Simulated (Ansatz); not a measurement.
# TaN: the cost of one run

Computed with Ansatz 0.2.0 (DFT PBE, scalar-relativistic, plane waves, PAW, unless a step's input says otherwise).

## (1) Starting point

The structure is hexagonal, space group P-6m2 (No. 187). The conventional cell has a = 2.950 Å, b = 2.950 Å, c = 2.898 Å, α = 90.00°, β = 90.00°, γ = 120.00°. Around Ta (site symmetry -6m2) lie 6 N at 2.24 Å. N (site symmetry -6m2) has 6 Ta at 2.24 Å as nearest neighbours.

As a file:

```
CELL_PARAMETERS angstrom
2.95018 0.00000 0.00000
-1.47509 2.55493 0.00000
0.00000 0.00000 2.89777
ATOMIC_POSITIONS crystal
Ta 0.33333 0.66667 0.50000
N 0.00000 0.00000 0.00000
```

This cell was relaxed beforehand with the same method: volume 10.92 Å³/atom, gap on the mesh none (metal).

## (2) Reference: the perfect crystal in the supercell

File input.yaml:

```yaml
crystal:
  lattice:
    - [4.4252770195, -2.5549348784, 0.0]
    - [0.0, 5.1098697569, 0.0]
    - [0.0, 0.0, 5.7955432028]
  atoms:
    - { symbol: Ta, position: [0.0, 0.3333333333, 0.25] }
    - { symbol: Ta, position: [0.0, 0.3333333333, 0.75] }
    - { symbol: Ta, position: [0.6666666667, 0.6666666667, 0.25] }
    - { symbol: Ta, position: [0.6666666667, 0.6666666667, 0.75] }
    - { symbol: Ta, position: [0.3333333333, 0.0, 0.25] }
    - { symbol: Ta, position: [0.3333333333, 0.0, 0.75] }
    - { symbol: "N", position: [0.6666666667, 0.3333333333, 0.0] }
    - { symbol: "N", position: [0.6666666667, 0.3333333333, 0.5] }
    - { symbol: "N", position: [0.3333333333, 0.6666666667, 0.0] }
    - { symbol: "N", position: [0.3333333333, 0.6666666667, 0.5] }
    - { symbol: "N", position: [0.0, 0.0, 0.0] }
    - { symbol: "N", position: [0.0, 0.0, 0.5] }
basis:
  ecutwfc: 420
  xc_grid: 2
kpoints:
  mp_grid: { grid: [6, 6, 5], shift: [0.0, 0.0, 0.0] }
hamiltonian:
  xc: pbe
scf:
  occupations: { method: gaussian, width: 0.1 }
output:
  forces: true
  stress: true
  eigenvalues: true
  write_density: true
  write_potential: true
  elf: true
  volumetric_format: npy
```

Started as:

```sh
ansatz run input.yaml --threads 4 --pin off --max-ram 10240MiB --backend cpu --events-out ev --progress --plain --runs-dir out
```

Q: Estimate wall time and peak memory on 4 threads of Intel Xeon at 2.50GHz (Skylake/Cascade Lake), shared host.

About 9.5 s, with a peak of 0.58 GiB.
